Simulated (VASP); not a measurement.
# SnTe (Fm-3m) in VASP: further runs

SnTe is run at these levels: r2SCAN; tasks: single point, relaxation of cell and atoms.

Everything below comes from runs of VASP 6.6.1. Logs are shortened: lines on timing, memory, paths and dates and some standing lists are left out, and cuts for length are marked.

**The experiment to reproduce.**

From a printed reference work, textbook, for a bulk crystal of SnTe at 300 K: band gap 0.18 eV (direct).

The runs below are set against these values where they give the same quantity.

**1. The cell of the first run**

The structure is cubic, space group Fm-3m (No. 225). Conventional cell: a = 6.371 Å, b = 6.371 Å, c = 6.371 Å, α = 90.00°, β = 90.00°, γ = 90.00°. Sn (site symmetry m-3m) has 6 Te at 3.19 Å within 4.2 Å. Te (site symmetry m-3m) has 6 Sn at 3.19 Å within 4.2 Å.

**2. Single point, r2SCAN**

The input, POSCAR:

```
SnTe
1.0
    0.0000000000      3.1855994643      3.1855994643
    3.1855994643      0.0000000000      3.1855994643
    3.1855994643      3.1855994643      0.0000000000
Sn Te
1 1
Direct
    0.0000000000      0.0000000000      0.0000000000
    0.5000000000      0.5000000000      0.5000000000
```

The input, INCAR.step1:

```
SYSTEM = SnTe
  ALGO = Normal
  EDIFF = 1E-4
  ENCUT = 520
  GGA = PE
  ISMEAR = 0
  LASPH = .True.
  LCHARG = .False.
  LREAL = .False.
  LWAVE = .True.
  NBANDS = 17
  NELM = 60
  PREC = Accurate
  SIGMA = 0.01
```

The input, INCAR.step2:

```
SYSTEM = SnTe
  ALGO = Normal
  EDIFF = 1E-6
  ENCUT = 520
  ISIF = 2
  ISMEAR = 0
  ISTART = 1
  LASPH = .True.
  LCHARG = .False.
  LMIXTAU = .True.
  LREAL = .False.
  LWAVE = .False.
  METAGGA = R2SCAN
  NBANDS = 17
  NELM = 60
  PREC = Accurate
  SIGMA = 0.01
```

The input, KPOINTS:

```
k-points
0
Gamma
  10 10 10
  0 0 0
```

Potentials or basis: VASP PAW PBE potentials, release 64 (Sn_d, Te).

Started as:

```bash
> cat potpaw_PBE.64/Sn_d/POTCAR potpaw_PBE.64/Te/POTCAR > POTCAR
> cp INCAR.step1 INCAR
> mpirun -np 1 vasp_std > vasp.out
> cp INCAR.step2 INCAR
> mpirun -np 1 vasp_std > vasp.out
```

OUTCAR:

```text
SYSTEM = SnTe
   EDIFF = 1E-6
   ENCUT = 520
   ISIF = 2
   ISMEAR = 0
   ISTART = 1
   LASPH = .True.
   LREAL = .False.
   METAGGA = R2SCAN
   NELM = 60
   PREC = Accurate

 ion  position               nearest neighbor table
   1  0.000  0.000  0.000-   2 3.19   2 3.19   2 3.19   2 3.19   2 3.19   2 3.19
   2  0.500  0.500  0.500-   1 3.19   1 3.19   1 3.19   1 3.19   1 3.19   1 3.19

  LATTYP: Found a face centered cubic cell.
 ALAT       =     6.3711989286

  Lattice vectors:

 A1 = (   0.0000000000,   3.1855994643,   3.1855994643)
 A2 = (   3.1855994643,   0.0000000000,   3.1855994643)
 A3 = (   3.1855994643,   3.1855994643,   0.0000000000)

Analysis of symmetry for initial positions (statically):
=====================================================================
 Subroutine PRICEL returns:
 Original cell was already a primitive cell.

 Routine SETGRP: Setting up the symmetry group for a
 face centered cubic supercell.

 Subroutine GETGRP returns: Found 48 space group operations
 (whereof 48 operations were pure point group operations)
 out of a pool of 48 trial point group operations.

The static configuration has the point symmetry O_h .

Analysis of symmetry for dynamics (positions and initial velocities):
=====================================================================
 Subroutine PRICEL returns:
 Original cell was already a primitive cell.

 Routine SETGRP: Setting up the symmetry group for a
 face centered cubic supercell.

 Subroutine GETGRP returns: Found 48 space group operations
 (whereof 48 operations were pure point group operations)
 out of a pool of 48 trial point group operations.

The dynamic configuration has the point symmetry O_h .

 Subroutine INISYM returns: Found 48 space group operations
 (whereof 48 operations are pure point group operations),
 and found     1 'primitive' translations

----------------------------------------------------------------------------------------

                                     Primitive cell

  volume of cell :      64.6552

  direct lattice vectors                    reciprocal lattice vectors
     0.000000000  3.185599464  3.185599464    -0.156956330  0.156956330  0.156956330
     3.185599464  0.000000000  3.185599464     0.156956330 -0.156956330  0.156956330
     3.185599464  3.185599464  0.000000000     0.156956330  0.156956330 -0.156956330

  length of vectors
     4.505117967  4.505117967  4.505117967     0.271856338  0.271856338  0.271856338

  position of ions in fractional coordinates (direct lattice)
     0.000000000  0.000000000  0.000000000
     0.500000000  0.500000000  0.500000000

  ion indices of the primitive-cell ions
   primitive index   ion index
                 1           1
                 2           2

----------------------------------------------------------------------------------------

 KPOINTS: k-points

Automatic generation of k-mesh.
 Grid dimensions read from file:
 generate k-points for:   10   10   10

 Generating k-lattice:

  Cartesian coordinates                     Fractional coordinates (reciprocal lattice)
    -0.015695633  0.015695633  0.015695633     0.100000000  0.000000000  0.000000000
     0.015695633 -0.015695633  0.015695633     0.000000000  0.100000000  0.000000000
     0.015695633  0.015695633 -0.015695633     0.000000000  0.000000000  0.100000000

  Length of vectors
     0.027185634  0.027185634  0.027185634

  Shift w.r.t. Gamma in fractional coordinates (k-lattice)
     0.000000000  0.000000000  0.000000000

 Subroutine IBZKPT returns following result:
 ===========================================

 Found     47 irreducible k-points:

 Following reciprocal coordinates:
            Coordinates               Weight
  0.000000  0.000000  0.000000      1.000000
  0.100000  0.000000  0.000000      8.000000
  0.200000  0.000000  0.000000      8.000000
  0.300000  0.000000  0.000000      8.000000
  0.400000  0.000000  0.000000      8.000000
  0.500000  0.000000  0.000000      4.000000
[... 16 lines left out ...]
  0.300000  0.300000  0.000000      6.000000
[... 42 lines left out ...]

 E-fermi :   6.6563     XC(G=0):  -9.9092

 val. band max:        6.6098716547   @ k =   0.5000   0.0000   0.0000
 cond. band min:       6.7428747682   @ k =   0.5000   0.0000   0.0000
 fundamental gap:      0.1330031135
 Fermi energy:         6.6563238005

 k-point     1 :       0.0000    0.0000    0.0000
  band No.  band energies     occupation
      1     -16.1402      2.00000
      2     -16.1402      2.00000
      3     -16.1315      2.00000
      4     -16.1315      2.00000
      5     -16.1315      2.00000
      6      -6.6409      2.00000
[... 9 lines left out ...]
     16      11.6360      0.00000
     17      13.6303      0.00000

 k-point     2 :       0.1000    0.0000    0.0000
  band No.  band energies     occupation
      1     -16.1405      2.00000
      2     -16.1405      2.00000
      3     -16.1313      2.00000
      4     -16.1310      2.00000
      5     -16.1310      2.00000
      6      -6.5558      2.00000
[... 9 lines left out ...]
     16      11.8455      0.00000
     17      14.2940      0.00000

 k-point     3 :       0.2000    0.0000    0.0000
  band No.  band energies     occupation
      1     -16.1417      2.00000
      2     -16.1417      2.00000
      3     -16.1309      2.00000
      4     -16.1296      2.00000
      5     -16.1296      2.00000
      6      -6.3101      2.00000
[... 9 lines left out ...]
     16      12.4333      0.00000
     17      15.7759      0.00000

 k-point     4 :       0.3000    0.0000    0.0000
  band No.  band energies     occupation
      1     -16.1433      2.00000
      2     -16.1432      2.00000
      3     -16.1305      2.00000
      4     -16.1276      2.00000
      5     -16.1276      2.00000
      6      -5.9417      2.00000
[... 9 lines left out ...]
     16      13.3624      0.00000
     17      17.6629      0.00000
[... 343 lines left out ...]
      1     -16.1440      2.00000
      2     -16.1431      2.00000
      3     -16.1300      2.00000
      4     -16.1280      2.00000
      5     -16.1269      2.00000
      6      -5.8230      2.00000
[... 9 lines left out ...]
     16      14.9692      0.00000
     17      15.4176      0.00000

 k-point    23 :       0.3000    0.3000    0.0000
  band No.  band energies     occupation
      1     -16.1507      2.00000
      2     -16.1373      2.00000
      3     -16.1337      2.00000
      4     -16.1252      2.00000
      5     -16.1252      2.00000
      6      -5.7326      2.00000
[... 9 lines left out ...]
     16      15.4876      0.00000
     17      15.4876      0.00000

 k-point    24 :       0.4000    0.3000    0.0000
  band No.  band energies     occupation
      1     -16.1527      2.00000
      2     -16.1375      2.00000
      3     -16.1336      2.00000
      4     -16.1241      2.00000
      5     -16.1238      2.00000
      6      -5.4530      2.00000
[... 9 lines left out ...]
     16      16.2251      0.00000
     17      16.5694      0.00000

 [... further k-points ...]

------------------------ aborting loop because EDIFF is reached ----------------------------------------

  FORCE on cell =-STRESS in cart. coord.  units (eV):
  Direction    XX          YY          ZZ          XY          YZ          ZX
  --------------------------------------------------------------------------------------
  -------------------------------------------------------------------------------------
  Total        0.0042389      0.0042389      0.0042389      0.0000000      0.0000000     -0.0000000
  in kB        0.1050418      0.1050418      0.1050418      0.0000000      0.0000000     -0.0000000
  external PRESSURE =       0.1050418 kB  Pullay stress =       0.0000000 kB

 VOLUME and BASIS-vectors are now :
 -----------------------------------------------------------------------------
  energy-cutoff  :      520.00
  volume of cell :       64.66
      direct lattice vectors                 reciprocal lattice vectors
     0.000000000  3.185599464  3.185599464    -0.156956330  0.156956330  0.156956330
     3.185599464  0.000000000  3.185599464     0.156956330 -0.156956330  0.156956330
     3.185599464  3.185599464  0.000000000     0.156956330  0.156956330 -0.156956330

 POSITION                                       TOTAL-FORCE (eV/Angst)
 -----------------------------------------------------------------------------------
      0.00000      0.00000      0.00000         0.000000     -0.000000      0.000000
      3.18560      3.18560      3.18560        -0.000000      0.000000     -0.000000
 -----------------------------------------------------------------------------------
    total drift:                               -0.000000      0.000000      0.000000

  FREE ENERGIE OF THE ION-ELECTRON SYSTEM (eV)
  ---------------------------------------------------
  free  energy   TOTEN  =       -50.6887311745 eV

  energy  without entropy=      -50.6887311745  energy(sigma->0) =      -50.68873117
```

Run time: 3.2 min. Hardware: 1 thread of Intel Xeon 8259CL, shared host; peak memory 0.24 GiB.

What came out:

```
Free energy            : -50.6887 eV
Pressure               : 0.0 GPa
Band gap on the k mesh : 0.13 eV
```

Caveat: the PAW data sets were made with another functional, which shifts forces and pressure a little; spin-orbit coupling is left out, which moves the levels of the heavy elements.

**3. Single point, r2SCAN**

POSCAR is that of step 2.

The input, INCAR.step1:

```
SYSTEM = SnTe
PREC = Accurate ; ENCUT = 520
ISMEAR = 0 ; SIGMA = 0.1
LREAL = .False. ; LASPH = .True.
NELM = 80 ; NBANDS = 17
GGA = PE ; ALGO = Normal
EDIFF = 1E-4 ; LWAVE = .True.
LCHARG = .False.
```

The input, INCAR.step2:

```
SYSTEM = SnTe
PREC = Accurate ; ENCUT = 520
EDIFF = 1E-7 ; ISMEAR = 0
SIGMA = 0.1 ; LREAL = .False.
LASPH = .True. ; NELM = 80
ALGO = Normal ; ISIF = 2
LWAVE = .False. ; LCHARG = .False.
METAGGA = R2SCAN ; LMIXTAU = .True.
NBANDS = 17 ; ISTART = 1
```

The input, KPOINTS:

```
Automatic mesh
0
Gamma
  12 12 12
  0 0 0
```

Potentials or basis: VASP PAW PBE potentials, release 64 (Sn_d, Te).

Started as:

```bash
> cat potpaw_PBE.64/Sn_d/POTCAR potpaw_PBE.64/Te/POTCAR > POTCAR
> cp INCAR.step1 INCAR
> mpirun -np 1 vasp_std > vasp.out
> cp INCAR.step2 INCAR
> mpirun -np 1 vasp_std > vasp.out
```

Wall time 5.8 min (1 thread of Intel Xeon 8259CL, shared host); peak memory 0.26 GiB.

It converged, with:

| Item | Value |
| --- | --- |
| Free energy | -50.6897 eV |
| Pressure | 0.0 GPa |
| Band gap on the k mesh | 0.13 eV |

Levels at points of the mesh, in eV from the valence-band top:
| k point | band 6 | band 7 | band 8 | band 9 | band 10 | band 11 | band 12 | band 13 | band 14 | band 15 |
| --- | --- | --- | --- | --- | --- | --- | --- | --- | --- | --- |
| (0.00, 0.00, 0.00) | -13.25 | -4.88 | -2.40 | -2.40 | -2.40 | 3.36 | 3.36 | 3.36 | 5.03 | 5.03 |
| (0.50, 0.00, 0.00) | -11.97 | -8.63 | -2.04 | -2.04 | 0.00 | 0.13 | 0.33 | 0.33 | 8.13 | 8.98 |
| (0.50, 0.50, 0.00) | -11.68 | -6.74 | -5.74 | -3.96 | -3.96 | 2.45 | 4.95 | 4.95 | 6.46 | 9.10 |

Caveat: the PAW data sets were made with another functional, which shifts forces and pressure a little; spin-orbit coupling is left out, which moves the levels of the heavy elements.

**4. Relaxation of cell and atoms, r2SCAN**

POSCAR is that of step 3.

The input, INCAR.step1:

```
PREC     = Accurate       # precision mode
ENCUT    = 600            # plane-wave cutoff, eV
ISMEAR   = 0              # smearing method
SIGMA    = 0.01           # smearing width, eV
LREAL    = False          # projectors in reciprocal space
LASPH    = True           # aspherical terms in the spheres
NELM     = 80             # most SCF steps
GGA      = PE             # functional
ALGO     = Normal         # electronic algorithm
EDIFF    = 1E-4           # SCF threshold, eV
LWAVE    = True           # write WAVECAR
LCHARG   = False          # write CHGCAR
```

The input, INCAR.step2:

```
PREC     = Accurate       # precision mode
ENCUT    = 600            # plane-wave cutoff, eV
EDIFF    = 1E-7           # SCF threshold, eV
ISMEAR   = 0              # smearing method
SIGMA    = 0.01           # smearing width, eV
LREAL    = False          # projectors in reciprocal space
LASPH    = True           # aspherical terms in the spheres
NELM     = 80             # most SCF steps
ALGO     = Normal         # electronic algorithm
ISIF     = 3              # what is computed and relaxed
LWAVE    = False          # write WAVECAR
LCHARG   = False          # write CHGCAR
METAGGA  = R2SCAN         # meta-GGA
LMIXTAU  = True         
IBRION   = 2              # ionic algorithm
NSW      = 100            # ionic steps
EDIFFG   = -0.005         # ionic threshold
ISTART   = 1
```

The input, KPOINTS:

```
Automatic mesh
0
Gamma
  10 10 10
```

Started as:

```bash
> cat potpaw_PBE.64/Sn_d/POTCAR potpaw_PBE.64/Te/POTCAR > POTCAR
> cp INCAR.step1 INCAR
> mpirun -np 1 vasp_std > vasp.out
> cp INCAR.step2 INCAR
> mpirun -np 1 vasp_std > vasp.out
```

Run time: 3.5 min. Hardware: 1 thread of Intel Xeon 8259CL, shared host; peak memory 0.25 GiB.

It converged, with:

- Free energy: -50.6902 eV
- Pressure after relaxing: 0.0 GPa
- Band gap on the k mesh: 0.13 eV

Final structure:
```
CELL_PARAMETERS angstrom
0.00000 3.18560 3.18560
3.18560 0.00000 3.18560
3.18560 3.18560 0.00000
ATOMIC_POSITIONS crystal
Sn 0.00000 0.00000 0.00000
Te 0.50000 0.50000 0.50000
```

Levels at points of the mesh, in eV from the valence-band top:
```csv
k point,band 7,band 8,band 9,band 10,band 11,band 12,band 13,band 14
"(0.00, 0.00, 0.00)",-4.88,-2.40,-2.40,-2.40,3.36,3.36,3.36,5.03
"(0.50, 0.00, 0.00)",-8.63,-2.04,-2.04,0.00,0.13,0.33,0.33,8.13
"(0.50, 0.50, 0.00)",-6.74,-5.74,-3.96,-3.96,2.45,4.95,4.95,6.46
```

Caveat: the relaxation stopped at its first step, so nothing moved; the PAW data sets were made with another functional, which shifts forces and pressure a little; spin-orbit coupling is left out, which moves the levels of the heavy elements. A k mesh can miss the band edges.

**5. Relaxation of cell and atoms, r2SCAN**

This run uses another cell than the first one, of 31.28 Å³/atom.

The input, POSCAR:

```
SnTe
1.0
    0.0000000000      3.1508500000      3.1508500000
    3.1508500000      0.0000000000      3.1508500000
    3.1508500000      3.1508500000      0.0000000000
Sn Te
1 1
Direct
    0.0000000000      0.0000000000      0.0000000000
    0.5000000000      0.5000000000      0.5000000000
```

The input, INCAR.step1:

```
PREC = Accurate ; ENCUT = 600
ISMEAR = 0 ; SIGMA = 0.1
LREAL = False ; LASPH = True
NELM = 100 ; GGA = PE
ALGO = Normal ; EDIFF = 1E-4
LWAVE = True ; LCHARG = False
```

The input, INCAR.step2:

```
PREC = Accurate ; ENCUT = 600
EDIFF = 1E-6 ; ISMEAR = 0
SIGMA = 0.1 ; LREAL = False
LASPH = True ; NELM = 100
ALGO = Normal ; ISIF = 3
LWAVE = False ; LCHARG = False
METAGGA = R2SCAN ; LMIXTAU = True
IBRION = 2 ; NSW = 100
EDIFFG = -0.005 ; ISTART = 1
```

The input, KPOINTS:

```
Automatic mesh
0
Gamma
  12 12 12
```

Started as:

```bash
> cat potpaw_PBE.64/Sn_d/POTCAR potpaw_PBE.64/Te/POTCAR > POTCAR
> cp INCAR.step1 INCAR
> mpirun -np 1 vasp_std > vasp.out
> cp INCAR.step2 INCAR
> mpirun -np 1 vasp_std > vasp.out
```

Wall time 13 min (1 thread of Intel Xeon 8259CL, shared host); peak memory 0.29 GiB.

Results (log left out):

```yaml
Free_energy: -50.6909 eV
Relaxed_volume: 32.31 Å³/atom
Relaxed_cell: a = 4.504 Å, b = 4.504 Å, c = 4.504 Å, α = 60.00°, β = 60.00°, γ = 60.00°
Space_group_after_relaxing_to_0.1_Å: Fm-3m (No. 225)
Energy_gained_by_relaxing: 4.8 meV/atom
Ionic_steps: 3
Pressure_after_relaxing: 0.0 GPa
Band_gap_on_the_k_mesh: 0.13 eV
```

Step by step:
| step | energy change (eV) | largest force (eV/Å) | pressure (GPa) | volume (Å³) |
| --- | --- | --- | --- | --- |
| 1 | 0.0000 | 0.0000 | 1.56 | 62.56 |
| 2 | -0.0086 | 0.0000 | -0.48 | 65.35 |
| 3 | -0.0097 | 0.0000 | 0.01 | 64.62 |

Final structure:
```xyz
2
Lattice="0.0000 3.1850 3.1850 3.1850 0.0000 3.1850 3.1850 3.1850 0.0000" Properties=species:S:1:pos:R:3 pbc="T T T"
Sn    0.0000    0.0000    0.0000
Te    3.1850    3.1850    3.1850
```

Levels at points of the mesh, in eV from the valence-band top:
```
           k point  band 7  band 8  band 9  band 10  band 11  band 12  band 13  band 14
(0.00, 0.00, 0.00)   -4.88   -2.40   -2.40    -2.40     3.36     3.36     3.36     5.02
(0.50, 0.00, 0.00)   -8.63   -2.04   -2.04     0.00     0.13     0.33     0.33     8.13
(0.50, 0.50, 0.00)   -6.74   -5.75   -3.96    -3.96     2.44     4.95     4.95     6.46
```

Caveat: the PAW data sets were made with another functional, which shifts forces and pressure a little; spin-orbit coupling is left out, which moves the levels of the heavy elements. A k mesh can miss the band edges.

**6. Summary**

```csv
task,cell,k mesh,cutoff (eV),smearing,gap on the mesh (eV),pressure (GPa)
single point,"a = 4.505 Å, angles 60.0°, 2 atoms",10 × 10 × 10,520,gaussian 0.01 eV,0.13,0.0
single point,"a = 4.505 Å, angles 60.0°, 2 atoms",12 × 12 × 12,520,gaussian 0.1 eV,0.13,0.0
relaxation of cell and atoms,"relaxed from a = 4.505 Å, angles 60.0°, 2 atoms",10 × 10 × 10,600,gaussian 0.01 eV,0.13,0.0
relaxation of cell and atoms,"relaxed from a = 4.456 Å, angles 60.0°, 2 atoms",12 × 12 × 12,600,gaussian 0.1 eV,0.13,0.0
```

Alike in all rows: level r2SCAN; potentials or basis VASP PAW PBE potentials, release 64 (Sn_d, Te); no spin polarisation.

Caveats: the PAW data sets were made with another functional, which shifts forces and pressure a little; spin-orbit coupling is left out, which moves the levels of the heavy elements; the relaxation stopped at its first step, so nothing moved (at least some runs).

Total energies depend on the potentials used, so only differences within one code and one set of settings carry meaning.

**7. How close it comes**

Step 2. Against the measured gap of SnTe, 0.18 eV (direct; 300 K; a printed reference work, textbook), the calculated 0.13 eV is off by -0.05 eV. Spin-orbit coupling on Sn, Te is left out. The value is that of r2SCAN on a finite k mesh, which can miss the band edges, without temperature or zero-point motion.

Step 3. Against the measured gap of SnTe, 0.18 eV (direct; 300 K; a printed reference work, textbook), the calculated 0.13 eV is off by -0.05 eV. Spin-orbit coupling on Sn, Te is left out. The value is that of r2SCAN on a finite k mesh, which can miss the band edges, without temperature or zero-point motion.
